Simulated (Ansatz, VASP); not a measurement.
Ti: VASP beside Ansatz

INCAR

```
ALGO = Normal
EDIFF = 1E-7
ENCUT = 520
GGA = PE
ISIF = 2
ISMEAR = 0
LASPH = True
LCHARG = False
LREAL = False
LWAVE = False
NBANDS = 12
NELM = 100
PREC = Accurate
SIGMA = 0.15
```

Contents of KPOINTS:

```
k-points
0
Gamma
  20 20 20
```

The input POSCAR:

```
Ti
1.0
    0.0000000000      1.9765141417      2.1352282273
    1.9765141417      0.0000000000      2.1352282273
    1.9765141417      1.9765141417      0.0000000000
Ti
1
Direct
    0.0000000000      0.0000000000      0.0000000000
```

Input for Ansatz:

```yaml
crystal:
  lattice:
    - [0.0, 1.9765141417, 2.1352282273]
    - [1.9765141417, 0.0, 2.1352282273]
    - [1.9765141417, 1.9765141417, 0.0]
  atoms:
    - { symbol: Ti, position: [0.0, 0.0, 0.0] }
basis:
  ecutwfc: 520.0
kpoints:
  mp_grid: { grid: [20, 20, 20] }
hamiltonian:
  xc: pbe
  pseudopotentials: { kind: paw, azcp: { folder: soft_1 } }
scf:
  occupations: { method: gaussian, width: 0.15 }
output:
  forces: true
  stress: true
  eigenvalues: true
```

Alike in both runs: task single point; functional PBE; k mesh 20 × 20 × 20; occupations gaussian, width 0.15 eV; no spin polarisation.

```csv
,VASP,Ansatz
version,VASP 6.6.1,Ansatz 0.2.0
potentials or method,"VASP PAW PBE potentials, release 64 (Ti_sv)","scalar-relativistic, plane waves, PAW"
plane-wave cutoff (eV),520,520
valence electrons in the cell,12,12
```

VASP gave:

| Item | Value |
| --- | --- |
| gap on the k mesh at the Fermi level (eV) | none |
| pressure (GPa) | 4.4 |
| largest component of the traceless stress (GPa) | 1.63 |

Task: Estimate Ansatz's values.

Result: gap on the k mesh at the Fermi level (eV): none; pressure (GPa): 4.7; largest component of the traceless stress (GPa): 1.60.

A gap of «none» marks a metal or a gap that the smearing closes. The functional is the same, so the differences come from potentials, cutoffs and numerics.
